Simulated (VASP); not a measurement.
A run of VASP 6.6.1:

The input INCAR:

```
ALGO = Fast
EDIFF = 1E-7
EDIFFG = -0.01
ENCUT = 600
GGA = CA
IBRION = 2
ISIF = 2
ISMEAR = 1
LASPH = True
LCHARG = False
LREAL = False
LWAVE = False
NELM = 80
NSW = 40
PREC = Accurate
SIGMA = 0.1
```

The input KPOINTS:

```
k-points
0
Gamma
  16 16 16
```

Contents of POSCAR:

```
Rh                                      
1.0
    0.0000000000      1.8909375153      1.8909375153
    1.8909375153      0.0000000000      1.8909375153
    1.8909375153      1.8909375153      0.0000000000
  Rh            
     1
Direct
     0.0000000000000000    0.0000000000000000    0.0000000000000000
```

Potentials or basis: VASP PAW LDA potentials, release 64 (Rh_pv).

The run is started by

```bash
$ cat potpaw_LDA.64/Rh_pv/POTCAR > POTCAR
$ mpirun -np 1 vasp_std > vasp.out
```

Hardware: 1 thread of Intel(R) Xeon(R) 6975P-C (Granite Rapids) (shared host).

How long does it take, and how much memory?

Wall time 10 s on 1 thread of Intel(R) Xeon(R) 6975P-C (Granite Rapids), on a shared host, peak memory 0.14 GiB. Counts: scf iterations 14, k points 145, ion steps 1.
